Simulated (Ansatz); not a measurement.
**CsBr in Ansatz: the effect of functional**

CsBr:

```
CELL_PARAMETERS angstrom
4.32562 0.00000 0.00000
0.00000 4.32562 0.00000
0.00000 0.00000 4.32562
ATOMIC_POSITIONS crystal
Cs 0.00000 0.00000 0.00000
Br 0.50000 0.50000 0.50000
```

The cell comes from a database or a generator and needn't be the stable form of this composition.

Alike in all runs:

- Program: Ansatz 0.2.0
- Task: single point
- Potentials or basis: all-electron PAW datasets made for the crystal
- k mesh: 4 × 4 × 4
- Occupations: fermi-dirac, width 0.05 eV
- Spin: no spin polarisation

```csv
functional,cutoff,gap on the mesh (eV),pressure (GPa)
PBE,200 eV (chosen from the basis error),4.42,0.6
HSE06,340 eV (chosen from the basis error),5.59,0.3
PBE0,340 eV (chosen from the basis error),?,?
```

Question: What does the run with functional PBE0 give?

Answer: gap on the mesh 6.30 eV; pressure 0.3 GPa.

Caveats: spin-orbit coupling is left out, which moves the levels of the heavy elements.

The runs don't all hold the same shells in valence.
